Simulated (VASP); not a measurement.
# SiNi: relaxation of shape and atoms at fixed volume with PBEsol

The system is SiNi.

```
CELL_PARAMETERS angstrom
3.00763 0.00000 0.00000
0.00000 3.34091 0.00000
0.00000 0.00000 4.76914
ATOMIC_POSITIONS crystal
Si 0.00000 0.00000 0.15749
Si 0.50000 0.50000 0.84251
Ni 0.00000 0.00000 0.65668
Ni 0.50000 0.50000 0.34332
```

The cell is a database's computed one.

The cell isn't the ideal one: a relaxed cell with its volume scaled by 1.06.

* Program: VASP 6.6.1
* Task: relaxation of shape and atoms at fixed volume
* Functional: PBEsol
* Potentials or basis: VASP PAW PBE potentials, release 64 (Si, Ni)
* Cutoff: 600 eV
* k mesh: 12 × 12 × 8
* Occupations: methfessel-paxton, width 0.1 eV
* Spin: no spin polarisation
* Further INCAR settings: ALGO = Normal; EDIFF = 1e-07; IBRION = 2; EDIFFG = -0.01; NSW = 40; ISIF = 4

- Energy gained by relaxing: 2.0 meV/atom
- Ionic steps: 9
- Pressure after relaxing: -9.4 GPa
- Band gap on the k mesh: none (metal or under the smearing width)

Step by step:
| step | energy change (eV) | largest force (eV/Å) | pressure (GPa) |
| --- | --- | --- | --- |
| 1 | 0.0000 | 0.1448 | -10.26 |
| 2 | -0.0059 | 0.0401 | -9.71 |
| 3 | -0.0063 | 0.0139 | -9.54 |
| 4 | -0.0069 | 0.0037 | -9.46 |
| 5 | -0.0075 | 0.0394 | -9.44 |
| 6 | -0.0075 | 0.0433 | -9.43 |
| 7 | -0.0078 | 0.0143 | -9.42 |
| 8 | -0.0078 | 0.0165 | -9.44 |
| 9 | -0.0078 | 0.0008 | -9.43 |

Final structure:
```xyz
4
Lattice="3.0554 0.0000 0.0000 0.0000 3.3098 0.0000 0.0000 0.0000 4.7388" Properties=species:S:1:pos:R:3 pbc="T T T"
Si    0.0000    0.0000    0.7539
Si    1.5277    1.6549    3.9848
Ni    0.0000    0.0000    3.1227
Ni    1.5277    1.6549    1.6161
```

Levels at points of the mesh, in eV from the Fermi level:
```
           k point  band 10  band 11  band 12  band 13  band 14  band 15  band 16  band 17  band 18
(0.00, 0.00, 0.00)    -2.46    -2.21    -1.93    -1.90    -1.02     0.79     2.83     5.11     5.14
(0.50, 0.00, 0.00)    -2.41    -2.40    -2.40    -1.57    -1.57     1.59     1.59     3.48     3.48
(0.00, 0.50, 0.00)    -2.53    -2.16    -2.16    -1.98    -1.98     1.18     1.18     4.53     4.53
(0.50, 0.50, 0.00)    -3.09    -1.91    -1.91    -1.56    -1.56     1.42     1.42     1.89     1.89
(0.00, 0.00, 0.50)    -2.61    -2.56    -1.98     1.25     1.87     2.15     2.50     2.52     3.56
(0.50, 0.00, 0.50)    -2.27    -2.07    -2.07    -1.40    -1.40     3.75     3.75     5.20     5.20
(0.00, 0.50, 0.50)    -2.34    -1.93    -1.93    -1.85    -1.85     4.94     4.94     5.25     5.25
(0.50, 0.50, 0.50)    -2.60    -1.92    -1.92    -1.51    -1.51    -0.34    -0.34     0.85     0.85
```

It took 3.2 min on 2 MPI ranks on Intel(R) Xeon(R) 6975P-C (Granite Rapids), on a shared host, peak memory 0.35 GiB a rank.

Caveat: the PAW data sets were made with another functional, which shifts forces and pressure a little. Spin polarisation is off, so any magnetic state and its effect on volume and gap are missing.
